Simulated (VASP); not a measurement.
# AlAs (F-43m) in VASP: a series of runs

Runs on AlAs. Level: PBEsol. Tasks: relaxation of cell and atoms.

All numbers are computed with VASP 6.6.1; they aren't measurements. Logs are shortened: lines on timing, memory, paths and dates and some standing lists are left out, and cuts for length are marked.

## 1. The structure

Symmetry: F-43m, No. 216, cubic system. Conventional cell: a = 5.661 Å, b = 5.661 Å, c = 5.661 Å, α = 90.00°, β = 90.00°, γ = 90.00°. Al (site symmetry -43m) is surrounded by 4 As at 2.45 Å. Around As (site symmetry -43m) lie 4 Al at 2.45 Å.

## 2. Relaxation of cell and atoms, PBEsol

The input, INCAR:

```
PREC     = Accurate       # precision mode
ENCUT    = 600            # plane-wave cutoff, eV
EDIFF    = 1E-6           # SCF threshold, eV
ISMEAR   = 0              # smearing method
SIGMA    = 0.03           # smearing width, eV
LREAL    = False          # projectors in reciprocal space
LASPH    = True           # aspherical terms in the spheres
NELM     = 80             # most SCF steps
ALGO     = Normal         # electronic algorithm
ISIF     = 3              # what is computed and relaxed
LWAVE    = False          # write WAVECAR
LCHARG   = False          # write CHGCAR
GGA      = PS             # functional
IBRION   = 2              # ionic algorithm
NSW      = 90             # ionic steps
EDIFFG   = -0.01          # ionic threshold
```

The input, KPOINTS:

```
Automatic mesh
0
Gamma
  8 8 8
```

The input, POSCAR:

```
AlAs
1.0
    0.0000000000      2.8304000000      2.8304000000
    2.8304000000      0.0000000000      2.8304000000
    2.8304000000      2.8304000000      0.0000000000
Al As
1 1
Direct
    0.0000000000      0.0000000000      0.0000000000
    0.2500000000      0.2500000000      0.2500000000
```

Potentials or basis: VASP PAW PBE potentials, release 64 (Al, As).

On the command line:

```
> cat potpaw_PBE.64/Al/POTCAR potpaw_PBE.64/As/POTCAR > POTCAR
> mpirun -np 1 vasp_std > vasp.out
```

OUTCAR:

```text
PREC = Accurate
   ENCUT = 600
   EDIFF = 1E-6
   ISMEAR = 0
   LREAL = False
   LASPH = True
   NELM = 80
   ISIF = 3
   GGA = PS
   IBRION = 2
   NSW = 90
   EDIFFG = -0.01

 ion  position               nearest neighbor table
   1  0.000  0.000  0.000-   2 2.45   2 2.45   2 2.45   2 2.45
   2  0.250  0.250  0.250-   1 2.45   1 2.45   1 2.45   1 2.45

  LATTYP: Found a face centered cubic cell.
 ALAT       =     5.6608000000

  Lattice vectors:

 A1 = (   0.0000000000,   2.8304000000,   2.8304000000)
 A2 = (   2.8304000000,   0.0000000000,   2.8304000000)
 A3 = (   2.8304000000,   2.8304000000,   0.0000000000)

Analysis of symmetry for initial positions (statically):
=====================================================================
 Subroutine PRICEL returns:
 Original cell was already a primitive cell.

 Routine SETGRP: Setting up the symmetry group for a
 face centered cubic supercell.

 Subroutine GETGRP returns: Found 24 space group operations
 (whereof 24 operations were pure point group operations)
 out of a pool of 48 trial point group operations.

The static configuration has the point symmetry T_d .

Analysis of symmetry for dynamics (positions and initial velocities):
=====================================================================
 Subroutine PRICEL returns:
 Original cell was already a primitive cell.

 Routine SETGRP: Setting up the symmetry group for a
 face centered cubic supercell.

 Subroutine GETGRP returns: Found 24 space group operations
 (whereof 24 operations were pure point group operations)
 out of a pool of 48 trial point group operations.

The dynamic configuration has the point symmetry T_d .

 Subroutine INISYM returns: Found 24 space group operations
 (whereof 24 operations are pure point group operations),
 and found     1 'primitive' translations

----------------------------------------------------------------------------------------

                                     Primitive cell

  volume of cell :      45.3496

  direct lattice vectors                    reciprocal lattice vectors
     0.000000000  2.830400000  2.830400000    -0.176653477  0.176653477  0.176653477
     2.830400000  0.000000000  2.830400000     0.176653477 -0.176653477  0.176653477
     2.830400000  2.830400000  0.000000000     0.176653477  0.176653477 -0.176653477

  length of vectors
     4.002790067  4.002790067  4.002790067     0.305972797  0.305972797  0.305972797

  position of ions in fractional coordinates (direct lattice)
     0.000000000  0.000000000  0.000000000
     0.250000000  0.250000000  0.250000000

  ion indices of the primitive-cell ions
   primitive index   ion index
                 1           1
                 2           2

----------------------------------------------------------------------------------------

 KPOINTS: Automatic mesh

Automatic generation of k-mesh.
 Grid dimensions read from file:
 generate k-points for:    8    8    8

 Generating k-lattice:

  Cartesian coordinates                     Fractional coordinates (reciprocal lattice)
    -0.022081685  0.022081685  0.022081685     0.125000000  0.000000000  0.000000000
     0.022081685 -0.022081685  0.022081685     0.000000000  0.125000000  0.000000000
     0.022081685  0.022081685 -0.022081685     0.000000000  0.000000000  0.125000000

  Length of vectors
     0.038246600  0.038246600  0.038246600

  Shift w.r.t. Gamma in fractional coordinates (k-lattice)
     0.000000000  0.000000000  0.000000000

 Subroutine IBZKPT returns following result:
 ===========================================

 Found     29 irreducible k-points:

 Following reciprocal coordinates:
            Coordinates               Weight
  0.000000  0.000000  0.000000      1.000000
  0.125000  0.000000  0.000000      8.000000
  0.250000  0.000000  0.000000      8.000000
  0.375000  0.000000  0.000000      8.000000
  0.500000  0.000000  0.000000      4.000000
  0.125000  0.125000  0.000000      6.000000
[... 16 lines left out ...]
  0.500000  0.250000  0.125000     48.000000
 -0.375000  0.250000  0.125000     24.000000
 [... further k-points ...]
   k-points           NKPTS =     29   k-points in BZ     NKDIM =     29   number of bands    NBANDS=      8
   number of dos      NEDOS =    301   number of ions     NIONS =      2
   total plane-waves  NPLWV =  32768
   dimension x,y,z NGX =    32 NGY =   32 NGZ =   32
   dimension x,y,z NGXF=    64 NGYF=   64 NGZF=   64
   ions per type =               1   1
   NGX,Y,Z   is equivalent  to a cutoff of  13.29, 13.29, 13.29 a.u.
   NGXF,Y,Z  is equivalent  to a cutoff of  26.58, 26.58, 26.58 a.u.
 SYSTEM =  unknown system
   PREC   = accura    normal or accurate (medium, high low for compatibility)
   ISTART =      0    job   : 0-new  1-cont  2-samecut
   ICHARG =      2    charge: 1-file 2-atom 10-const
   ISPIN  =      1    spin polarized calculation?
   LNONCOLLINEAR =      F non collinear calculations
   LSORBIT =      F    spin-orbit coupling
   LASPH  =      T    aspherical Exc in radial PAW
   ENCUT  =  600.0 eV  44.10 Ry    6.64 a.u.   7.99  7.99  7.99*2*pi/ulx,y,z
   NELM   =     80;   NELMIN=  2; NELMDL= -5     # of ELM steps
   EDIFF  = 0.1E-05   stopping-criterion for ELM
   LREAL  =      F    real-space projection
   EDIFFG = -.1E-01   stopping-criterion for IOM
   NSW    =     90    number of steps for IOM
   IBRION =      2    ionic relax: 0-MD 1-quasi-New 2-CG
   NFREE  =      1    steps in history (QN), initial steepest desc. (CG)
   ISIF   =      3    stress and relaxation
   ISYM   =      2    0-nonsym 1-usesym 2-fastsym
   POTIM  = 0.5000    time-step for ionic-motion
   TEBEG  =    0.0;   TEEND  =   0.0 temperature during run
   PSTRESS=    0.0 pullay stress
   NELECT =       8.0000    total number of electrons
   NUPDOWN=      -1.0000    fix difference up-down
   EMIN   =  10.00;   EMAX   =-10.00  energy-range for DOS
   EFERMI =   0.00;   METHOD = LEGACY
   ISMEAR =     0;   SIGMA  =   0.03  broadening in eV -4-tet -1-fermi 0-gaus
   EFERMI_NEDOS =   21; number of points for ismear=-14 and -15
   IALGO  =     38    algorithm
   IMIX   =      4    mixing-type and parameters
     AMIX     =   0.40;   BMIX     =  1.00
     AMIX_MAG =   1.60;   BMIX_MAG =  1.00
  volume/ion in A,a.u.               =      22.67       153.02
  Fermi-wavevector in a.u.,A,eV,Ry     =   0.918150  1.735052 11.469706  0.843000
  Thomas-Fermi vector in A             =   2.043199
   LORBIT       =      0    0 simple, 1 ext, 2 COOP (PROOUT), +10 PAW based schemes
   GGA     = PS    functional components
   LHFCALC =     F    Hartree Fock is set to
   AEXX    =    0.0000 exact exchange contribution
   IVDW    =     0    specifies the selected vdW correction
   LEPSILON=     F    determine dielectric tensor
   LRPA    =     F    only Hartree local field effects (RPA)
 conjugate gradient relaxation of ions
 non-spin polarized calculation
 Gauss-broadening in eV      SIGMA  =   0.03
  energy-cutoff  :      600.00
  volume of cell :       45.35
 maximum number of plane-waves:      1540
   NGX = 15   NGY = 15   NGZ = 15

--------------------------------------- Ionic step        1  -------------------------------------------

 number of electron       8.0000001 magnetization

 Free energy of the ion-electron system (eV)
  ---------------------------------------------------
  ext. energy  EPLUGINS =         0.00000000
  ---------------------------------------------------
  free energy    TOTEN  =       -10.06365207 eV

  energy without entropy =      -10.06365207  energy(sigma->0) =      -10.06365207

------------------------ aborting loop because EDIFF is reached ----------------------------------------

  FORCE on cell =-STRESS in cart. coord.  units (eV):
  Direction    XX          YY          ZZ          XY          YZ          ZX
  --------------------------------------------------------------------------------------
  -------------------------------------------------------------------------------------
  Total        0.2326517      0.2326517      0.2326517      0.0000000     -0.0000000     -0.0000000
  in kB        8.2194622      8.2194622      8.2194622      0.0000000     -0.0000000     -0.0000000
  external PRESSURE =       8.2194622 kB  Pullay stress =       0.0000000 kB

 VOLUME and BASIS-vectors are now :
 -----------------------------------------------------------------------------
  energy-cutoff  :      600.00
  volume of cell :       45.35
      direct lattice vectors                 reciprocal lattice vectors
     0.000000000  2.830400000  2.830400000    -0.176653477  0.176653477  0.176653477
     2.830400000  0.000000000  2.830400000     0.176653477 -0.176653477  0.176653477
     2.830400000  2.830400000  0.000000000     0.176653477  0.176653477 -0.176653477
[... 37 lines left out ...]
 POSITION                                       TOTAL-FORCE (eV/Angst)
 -----------------------------------------------------------------------------------
      5.69257      5.69257      5.69257        -0.000000      0.000000      0.000000
      1.42314      1.42314      1.42314         0.000000     -0.000000     -0.000000
 -----------------------------------------------------------------------------------
    total drift:                                0.000000      0.000000      0.000000

  FREE ENERGIE OF THE ION-ELECTRON SYSTEM (eV)
  ---------------------------------------------------
  free  energy   TOTEN  =       -10.0646022920 eV

  energy  without entropy=      -10.0646022920  energy(sigma->0) =      -10.06460229

--------------------------------------- Ionic step        3  -------------------------------------------

 number of electron       8.0000001 magnetization

 Free energy of the ion-electron system (eV)
  ---------------------------------------------------
  ext. energy  EPLUGINS =         0.00000000
  ---------------------------------------------------
  free energy    TOTEN  =       -10.06493621 eV

  energy without entropy =      -10.06493621  energy(sigma->0) =      -10.06493621

 E-fermi :   3.8681     XC(G=0):  -9.1529

 val. band max:        3.7082847655   @ k =   0.0000   0.0000   0.0000
 cond. band min:       5.0465055101   @ k =   0.5000   0.5000   0.0000
 fundamental gap:      1.3382207445
 Fermi energy:         3.8681211338

 k-point     1 :       0.0000    0.0000    0.0000
  band No.  band energies     occupation
      1      -8.1168      2.00000
      2       3.7083      2.00000
      3       3.7083      2.00000
      4       3.7083      2.00000
      5       5.6018      0.00000
      6       7.9525      0.00000
      7       7.9525      0.00000
      8       7.9525      0.00000

 k-point     2 :       0.1250    0.0000    0.0000
  band No.  band energies     occupation
      1      -7.9655      2.00000
      2       2.2653      2.00000
      3       3.5484      2.00000
      4       3.5484      2.00000
      5       6.3800      0.00000
      6       8.2321      0.00000
      7       8.2321      0.00000
      8       8.3251      0.00000
[... 221 lines left out ...]
 k-point    23 :       0.5000    0.2500    0.1250
  band No.  band energies     occupation
      1      -6.7081      2.00000
      2      -1.0585      2.00000
      3       1.1712      2.00000
      4       2.3550      2.00000
      5       7.3045      0.00000
      6       8.0792      0.00000
      7       9.4021      0.00000
      8      10.4919      0.00000

 k-point    24 :      -0.3750    0.2500    0.1250
  band No.  band energies     occupation
      1      -6.4569      2.00000
      2      -1.5329      2.00000
      3       1.0195      2.00000
      4       2.1723      2.00000
      5       7.2939      0.00000
      6       7.8607      0.00000
      7      10.3076      0.00000
      8      11.2383      0.00000

 [... further k-points ...]

------------------------ aborting loop because EDIFF is reached ----------------------------------------

  FORCE on cell =-STRESS in cart. coord.  units (eV):
  Direction    XX          YY          ZZ          XY          YZ          ZX
  --------------------------------------------------------------------------------------
  -------------------------------------------------------------------------------------
  Total        0.0008354      0.0008354      0.0008354      0.0000000     -0.0000000      0.0000000
  in kB        0.0291895      0.0291895      0.0291895      0.0000000     -0.0000000      0.0000000
  external PRESSURE =       0.0291895 kB  Pullay stress =       0.0000000 kB

 VOLUME and BASIS-vectors are now :
 -----------------------------------------------------------------------------
  energy-cutoff  :      600.00
  volume of cell :       45.86
      direct lattice vectors                 reciprocal lattice vectors
    -0.000000000  2.840884473  2.840884473    -0.176001525  0.176001525  0.176001525
     2.840884473 -0.000000000  2.840884473     0.176001525 -0.176001525  0.176001525
     2.840884473  2.840884473 -0.000000000     0.176001525  0.176001525 -0.176001525

 POSITION                                       TOTAL-FORCE (eV/Angst)
 -----------------------------------------------------------------------------------
      0.00000      0.00000      0.00000        -0.000000     -0.000000     -0.000000
      1.42044      1.42044      1.42044         0.000000      0.000000      0.000000
 -----------------------------------------------------------------------------------
    total drift:                                0.000000      0.000000      0.000000

  FREE ENERGIE OF THE ION-ELECTRON SYSTEM (eV)
  ---------------------------------------------------
  free  energy   TOTEN  =       -10.0649362116 eV

  energy  without entropy=      -10.0649362116  energy(sigma->0) =      -10.06493621

 reached required accuracy - stopping structural energy minimisation
```

Wall time 19 s (1 thread of Intel Xeon Platinum 8259CL at 2.50GHz (Skylake/Cascade Lake), shared host); peak memory 0.19 GiB.

What came out:

```yaml
Free_energy: -10.0649 eV
Relaxed_volume: 22.93 Å³/atom
Relaxed_cell: a = 4.018 Å, b = 4.018 Å, c = 4.018 Å, α = 60.00°, β = 60.00°, γ = 60.00°
Space_group_after_relaxing_to_0.05_Å: F-43m (No. 216)
Energy_gained_by_relaxing: 0.6 meV/atom
Ionic_steps: 3
Pressure_after_relaxing: 0.0 GPa
Band_gap_on_the_k_mesh: 1.34 eV, indirect (least direct gap 1.89 eV)
```

Step by step:
| step | energy change (eV) | largest force (eV/Å) | pressure (GPa) | volume (Å³) |
| --- | --- | --- | --- | --- |
| 1 | 0.0000 | 0.0000 | 0.82 | 45.35 |
| 2 | -0.0010 | 0.0000 | -0.41 | 46.12 |
| 3 | -0.0013 | 0.0000 | 0.00 | 45.86 |

Final structure:
```xyz
2
Lattice="0.0000 2.8409 2.8409 2.8409 0.0000 2.8409 2.8409 2.8409 0.0000" Properties=species:S:1:pos:R:3 pbc="T T T"
Al    0.0000    0.0000    0.0000
As    1.4204    1.4204    1.4204
```

Levels at points of the mesh, in eV from the valence-band top:
```tsv
k point	band 1	band 2	band 3	band 4	band 5	band 6	band 7	band 8
(0.00, 0.00, 0.00)	-11.83	0.00	0.00	0.00	1.89	4.24	4.24	4.24
(0.50, 0.00, 0.00)	-10.42	-5.55	-0.82	-0.82	2.04	4.62	4.62	7.56
(0.50, 0.50, 0.00)	-9.88	-5.40	-2.16	-2.16	1.34	2.22	10.20	10.20
```

Caveat: the PAW data sets were made with another functional, which shifts forces and pressure a little. A k mesh can miss the band edges.

## 3. Relaxation of cell and atoms, PBEsol

This run uses another cell than the first one, of 22.93 Å³/atom, 1.011 times its volume.

Edit INCAR of step 2 so:

```diff
@@ -2,3 +2,3 @@
 ENCUT    = 600            # plane-wave cutoff, eV
-EDIFF    = 1E-6           # SCF threshold, eV
+EDIFF    = 1E-7           # SCF threshold, eV
 ISMEAR   = 0              # smearing method
@@ -15,2 +15,2 @@
 NSW      = 90             # ionic steps
-EDIFFG   = -0.01          # ionic threshold
+EDIFFG   = -0.005         # ionic threshold
```

KPOINTS is that of step 2.

The input, POSCAR:

```
AlAs                                    
1.0
   -0.0000000000      2.8408844734      2.8408844734
    2.8408844734     -0.0000000000      2.8408844734
    2.8408844734      2.8408844734     -0.0000000000
  Al              As            
     1     1
Direct
     0.0000000000000000    0.0000000000000000    0.0000000000000000
     0.2500000000000000    0.2500000000000000    0.2500000000000000
```

Potentials or basis: VASP PAW PBE potentials, release 64 (Al, As).

On the command line:

```
> cat potpaw_PBE.64/Al/POTCAR potpaw_PBE.64/As/POTCAR > POTCAR
> mpirun -np 1 vasp_std > vasp.out
```

It took 12 s on 1 thread of Intel Xeon Platinum 8259CL at 2.50GHz (Skylake/Cascade Lake), shared host; peak memory 0.18 GiB.

It converged, with:

| Property | Result |
| --- | --- |
| Free energy | -10.0649 eV |
| Pressure after relaxing | 0.0 GPa |
| Band gap on the k mesh | 1.34 eV, indirect (least direct gap 1.89 eV) |

Final structure:
```cif
data_structure
_symmetry_space_group_name_H-M 'P 1'
_symmetry_Int_Tables_number 1
_cell_length_a 4.0176
_cell_length_b 4.0176
_cell_length_c 4.0176
_cell_angle_alpha 60.000
_cell_angle_beta 60.000
_cell_angle_gamma 60.000
_cell_volume 45.86
loop_
_atom_site_label
_atom_site_type_symbol
_atom_site_fract_x
_atom_site_fract_y
_atom_site_fract_z
_atom_site_occupancy
Al1 Al 0.00000 0.00000 0.00000 1
As1 As 0.25000 0.25000 0.25000 1
```

Levels at points of the mesh, in eV from the valence-band top:
```tsv
k point	band 2	band 3	band 4	band 5	band 6	band 7
(0.00, 0.00, 0.00)	0.00	0.00	0.00	1.89	4.24	4.24
(0.50, 0.00, 0.00)	-5.55	-0.82	-0.82	2.04	4.62	4.62
(0.50, 0.50, 0.00)	-5.40	-2.16	-2.16	1.34	2.22	10.20
```

Caveat: the relaxation stopped at its first step, so nothing moved; the PAW data sets were made with another functional, which shifts forces and pressure a little. Expect the measured gap to be larger: semilocal functionals such as PBEsol lack the derivative discontinuity.

## 4. Relaxation of cell and atoms, PBEsol

The input, INCAR:

```
SYSTEM = AlAs
PREC = Accurate ; ENCUT = 600
EDIFF = 1E-6 ; ISMEAR = 0
SIGMA = 0.03 ; LREAL = .False.
LASPH = .True. ; NELM = 80
ALGO = Normal ; ISIF = 3
LWAVE = .False. ; LCHARG = .False.
GGA = PS ; IBRION = 2
NSW = 90 ; EDIFFG = -0.01
```

The input, KPOINTS:

```
regular mesh
0
Gamma
  8 8 8
  0 0 0
```

The input, POSCAR:

```
AlAs
1.0
    0.0000000000      2.8304000000      2.8304000000
    2.8304000000      0.0000000000      2.8304000000
    2.8304000000      2.8304000000      0.0000000000
Al As
1 1
Direct
    0.0000000000      0.0000000000      0.0000000000
    0.2500000000      0.2500000000      0.2500000000
```

On the command line:

```
> cat potpaw_PBE.64/Al/POTCAR potpaw_PBE.64/As/POTCAR > POTCAR
> mpirun -np 1 vasp_std > vasp.out
```

Run time: 66 s. Hardware: 1 thread of AMD EPYC 7R43 (Zen 3), shared host; peak memory 0.16 GiB.

It converged, with:

- Free energy: -10.0649 eV
- Relaxed volume: 22.93 Å³/atom
- Relaxed cell: a = 4.018 Å, b = 4.018 Å, c = 4.018 Å, α = 60.00°, β = 60.00°, γ = 60.00°
- Space group after relaxing (to 0.05 Å): F-43m (No. 216)
- Energy gained by relaxing: 0.6 meV/atom
- Ionic steps: 3
- Pressure after relaxing: 0.0 GPa
- Band gap on the k mesh: 1.34 eV, indirect (least direct gap 1.89 eV)

Step by step:
| step | energy change (eV) | largest force (eV/Å) | pressure (GPa) | volume (Å³) |
| --- | --- | --- | --- | --- |
| 1 | 0.0000 | 0.0000 | 0.82 | 45.35 |
| 2 | -0.0010 | 0.0000 | -0.41 | 46.12 |
| 3 | -0.0013 | 0.0000 | 0.00 | 45.86 |

Final structure:
```
Al As
1.0
     0.00000    2.84088    2.84088
     2.84088    0.00000    2.84088
     2.84088    2.84088    0.00000
Al As
1 1
Cartesian
  0.0000 0.0000 0.0000
  1.4204 1.4204 1.4204
```

Levels at points of the mesh, in eV from the valence-band top:
```csv
k point,band 1,band 2,band 3,band 4,band 5,band 6,band 7,band 8
"(0.00, 0.00, 0.00)",-11.83,0.00,0.00,0.00,1.89,4.24,4.24,4.24
"(0.50, 0.00, 0.00)",-10.42,-5.55,-0.82,-0.82,2.04,4.62,4.62,7.56
"(0.50, 0.50, 0.00)",-9.88,-5.40,-2.16,-2.16,1.34,2.22,10.20,10.20
```

Caveat: the PAW data sets were made with another functional, which shifts forces and pressure a little.

[end of part 1 of 2]
